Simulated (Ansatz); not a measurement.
The cell is AlN built on the wurtzite prototype; cell and atoms were relaxed with r2SCAN. The symmetry is P6_3mc (No. 186, hexagonal); conventional cell a = 3.107 Å, c = 4.979 Å, 10.40 Å³ an atom. Al is surrounded by 4 N at 1.89–1.90 Å; N is surrounded by 4 Al at 1.89–1.90 Å.

```cif
data_structure
_symmetry_space_group_name_H-M 'P 1'
_symmetry_Int_Tables_number 1
_cell_length_a 3.1067
_cell_length_b 3.1067
_cell_length_c 4.9786
_cell_angle_alpha 90.000
_cell_angle_beta 90.000
_cell_angle_gamma 120.000
_cell_volume 41.61
loop_
_atom_site_label
_atom_site_type_symbol
_atom_site_fract_x
_atom_site_fract_y
_atom_site_fract_z
_atom_site_occupancy
Al1 Al 0.33333 0.66667 0.99670 1
Al2 Al 0.66667 0.33333 0.49670 1
N1 N 0.33333 0.66667 0.37830 1
N2 N 0.66667 0.33333 0.87830 1
```

The questions ask for values computed with Ansatz 0.2.0 on this geometry. Spin-unpolarised throughout; all numbers are computed.

Given (12×12×6 mesh): The PBE gap is direct at Γ: 4.23 eV.

Problem. How does the gap change from PBE to r2SCAN (12×12×6)?

Solution. r2SCAN gives a direct gap of 4.88 eV at Γ. The gap differs by +0.65 eV from PBE's.

Problem. Estimate the gap with HSE06 on 6×6×4.

Solution. HSE06 gives a direct gap of 5.60 eV at Γ. The gap differs by +1.37 eV from PBE's.

Problem. How does the gap change from PBE to PBE0 (6×6×4)?

Solution. The PBE0 gap is direct at Γ: 6.33 eV. The gap differs by +2.10 eV from PBE's.

Problem. What does G0W0@PBE with 124 empty bands, a screening cutoff of 120 eV and a 6×6×4 mesh give?

Solution. 5.83 eV (the shift on the mesh added to PBE's least gap). The quasiparticle gap on this mesh is 5.83 eV (direct at Γ), against 4.23 eV from PBE: +1.60 eV. Renormalisation factors Z lie between 0.77 and 0.83. The G0W0 figures hold for the stated bands, cutoff and mesh and aren't extrapolated.

Problem. Roughly how does the cost of the HSE06 run (6×6×4) compare with r2SCAN's (12×12×6)?

Solution. About 6 times as much (40 core-seconds against 7 core-seconds, on a shared machine).

Problem. How strongly does the crystal screen a field with clamped ions (r2SCAN)?

Solution. ε∞: 4.14 along x and y, 4.33 along z. Born charges, averaged over directions: Al +2.58, N -2.58 e.

The meshes of the hybrids are coarse, so their gaps aren't converged to the digits shown.
